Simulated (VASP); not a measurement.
Cu: relaxation of cell and atoms with r2SCAN

The system is Cu.

```
CELL_PARAMETERS angstrom
0.00000 1.80750 1.80750
1.80750 0.00000 1.80750
1.80750 1.80750 0.00000
ATOMIC_POSITIONS crystal
Cu 0.00000 0.00000 0.00000
```

The cell was built by a generator and needn't be a form met in nature.

```yaml
Program: VASP 6.6.1
Task: relaxation of cell and atoms
Functional: r2SCAN
Potentials_or_basis: VASP PAW PBE potentials, release 64 (Cu)
Cutoff: 600 eV
k_mesh: 18 × 18 × 18
Occupations: methfessel-paxton, width 0.1 eV
Spin: no spin polarisation
Further_INCAR_settings: ALGO = Normal; EDIFF = 1e-06; IBRION = 2; EDIFFG = -0.01; NSW = 90; ISIF = 3
```

```
Relaxed volume                         : 11.50 Å³/atom
Relaxed cell                           : a = 2.533 Å, b = 2.533 Å, c = 2.533 Å, α = 60.00°, β = 60.00°, γ = 60.00°
Space group after relaxing (to 0.05 Å) : Fm-3m (No. 225)
Energy gained by relaxing              : 4.0 meV/atom
Ionic steps                            : 3
Pressure after relaxing                : -0.1 GPa
Band gap on the k mesh                 : none (metal or under the smearing width)
```

Step by step:
```tsv
step	energy change (eV)	largest force (eV/Å)	pressure (GPa)	volume (Å³)
1	0.0000	0.0000	-4.11	11.81
2	-0.0024	0.0000	2.80	11.30
3	-0.0040	0.0000	-0.09	11.50
```

Final structure:
```
Cu
1.0
     0.00000    1.79143    1.79143
     1.79143    0.00000    1.79143
     1.79143    1.79143    0.00000
Cu
1
Direct
  0.00000 0.00000 0.00000
```

Levels at points of the mesh, in eV from the Fermi level:
```tsv
k point	band 4	band 5	band 6	band 7	band 8	band 9
(0.00, 0.00, 0.00)	-3.18	-2.33	-2.33	23.64	26.89	26.89
(0.50, 0.00, 0.00)	-1.71	-1.71	-1.09	4.15	22.14	23.61
(0.50, 0.50, 0.00)	-1.55	-1.55	1.61	7.67	14.02	14.02
```

It took 2.9 min on 1 thread of AMD EPYC 9R14 (Zen 4), with other jobs on the host, peak memory 0.12 GiB.

Caveat: the PAW data sets were made with another functional, which shifts forces and pressure a little.
